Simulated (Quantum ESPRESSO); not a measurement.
## PbS (Galena) under changes of volume

One of the cells (26.086 Å³/atom); the others are scaled copies at fixed shape and fractional positions:

```xyz
2
Lattice="0.0000 2.9657 2.9657 2.9657 0.0000 2.9657 2.9657 2.9657 0.0000" Properties=species:S:1:pos:R:3 pbc="T T T"
Pb    0.0000    0.0000    0.0000
S     2.9657    2.9657    2.9657
```

| Property | Result |
| --- | --- |
| Program | Quantum ESPRESSO 7.5 |
| Functional | r2SCAN |
| Potentials or basis | SG15 PBE 1.2 |
| Cutoff | 762 eV |
| Density cutoff | 3048 eV |
| k mesh | 6 × 6 × 6 |
| Occupations | fermi-dirac, width 0.05 eV |
| Spin | no spin polarisation |

| volume (Å³/atom) | energy over the lowest point (meV/atom) | pressure (GPa) | gap on the mesh (eV) |
| --- | --- | --- | --- |
| 24.521 | 20.92 | 4.4 | 0.52 |
| 25.042 | 9.16 | 2.7 | 0.61 |
| 25.564 | 2.35 | 1.3 | 0.69 |
| 26.086 | 0.00 | 0.0 | 0.76 |
| 26.607 | 1.64 | -1.1 | 0.83 |
| 27.129 | ? | ? | ? |
| 27.651 | 15.30 | -3.1 | 0.94 |

Task: What does the run at 27.129 Å³/atom give?

Result: Energy over the lowest point 6.87 meV/atom; pressure -2.2 GPa; gap on the mesh 0.89 eV.

Worked out: A Birch-Murnaghan fit of order 3 (a polynomial in V^(-2/3)) to the other rows has its minimum at 26.12 Å³/atom with B0 = V·E''(V) = 61 GPa and B' = 4.5. It gives 6.86 meV/atom at 27.129 Å³/atom, against the run's 6.87, and -dE/dV = -2.1 GPa, against -2.2. A parabola through the other rows of the gap, of slope 2.9 eV per unit of ln V (its deformation potential) there, gives 0.89 eV, against the run's 0.89.

Energies are extrapolated to zero smearing.

Caveats: the potentials were made for another functional, which shifts forces and pressure; spin-orbit coupling is left out, which as a rule narrows the gap of such compounds by several tenths of an eV.

A mesh can miss the band edges.
